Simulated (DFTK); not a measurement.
Crystal: PtSe2 (Sudovikovite).

```
Pt Se
1.0
     3.72400    0.00000    0.00000
    -1.86200    3.22508    0.00000
     0.00000    0.00000    5.06200
Pt Se
1 2
Direct
  0.00000 0.00000 0.00000
  0.66667 0.33333 0.75000
  0.33333 0.66667 0.25000
```

- Program: DFTK 0.8.2
- Task: single point
- Functional: PBEsol
- Potentials or basis: dojo.nc.sr.pbesol.v0_4_1.standard.upf (PBEsol)
- Cutoff: 1170 eV
- k mesh: 8 × 8 × 5
- Occupations: fermi-dirac, width 0.05 eV
- Spin: no spin polarisation

On this cell: pressure 2.0 GPa; largest force 0.334 eV/Å; band gap on the k mesh none (metal or under the smearing width).

The same run follows on a disturbed copy (atoms moved at random, drawn with an rms of 0.05 Å):

```
Pt Se
1.0
     3.72400    0.00000    0.00000
    -1.86200    3.22508    0.00000
     0.00000    0.00000    5.06200
Pt Se
1 2
Cartesian
  0.0001 0.0730 0.0334
  1.8049 1.0686 3.7459
  0.0179 2.1128 1.2468
```

**Question.** What changes?

**Answer.** The energy (extrapolated to zero smearing) moves by +40.0 meV/atom; pressure 1.9 GPa; largest force 1.964 eV/Å; band gap on the k mesh none (metal or under the smearing width).

Forces in eV/Å, atoms in the order of the input:
```
Pt  -0.300 -1.584 -1.122
Se   0.443  0.499  0.273
Se  -0.143  1.085  0.849
```

Stress tensor (GPa, compression positive):
```
 1.50  0.91 -1.80
 0.91  3.81  1.68
-1.80  1.68  0.52
```
